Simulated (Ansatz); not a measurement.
PbSe, DFT, PBE, all-electron LAPW, scalar-relativistic (Ansatz 0.2.0), run on 1 thread of Intel(R) Xeon(R) Platinum 8488C (Sapphire Rapids) on a shared host.

The cell is COD entry 9008695, as deposited and not checked against the literature; nothing was relaxed. The listed cell was then made from it by scaling, straining or moving an atom.

Command: `ansatz run input.yaml --threads 1 --pin off --max-ram 3072MiB --backend cpu --events-out ev --progress --plain --runs-dir out`

```yaml
crystal:
  lattice:
    - [0.0, 3.06215, 3.123393]
    - [3.06215, 0.0, 3.123393]
    - [3.06215, 3.06215, 0.0]
  atoms:
    - { symbol: Pb, position: [0.0, 0.0, 0.0] }
    - { symbol: Se, position: [0.5, 0.5, 0.5] }
kpoints:
  mp_grid: { grid: [9, 9, 9] }
  band_path:
    path:
      - [0.0, 0.0, 0.0]
      - [0.0, 0.5, 0.5]
      - [0.25, 0.75, 0.5]
      - [0.0, 0.5, 0.0]
      - [0.0, 0.0, 0.0]
      - [0.5, 0.5, 0.0]
      - [0.3701460977, 0.6298539023, 0.0]
      - [-0.3701460977, 0.3701460977, 0.0]
      - [0.0, 0.0, 0.0]
    npoints: 5
scf:
  occupations: { method: fermi_dirac, width: 0.01 }
hamiltonian:
  xc: pbe
  pseudopotentials: { kind: all_electron, lapw: { basis_error: 0.00025 } }
output:
  forces: true
  stress: true
  eigenvalues: true
```

(1) How large is the problem that the program sets up?

(2) About how long does it take, and how much memory does it use?

## Answers

(1) 75 irreducible k-points, 427 plane waves at Γ, 36 bands.

(2) 20 s of wall time for 7 SCF iterations, with a peak of 0.51 GiB. Times on shared machines scatter by tens of per cent.
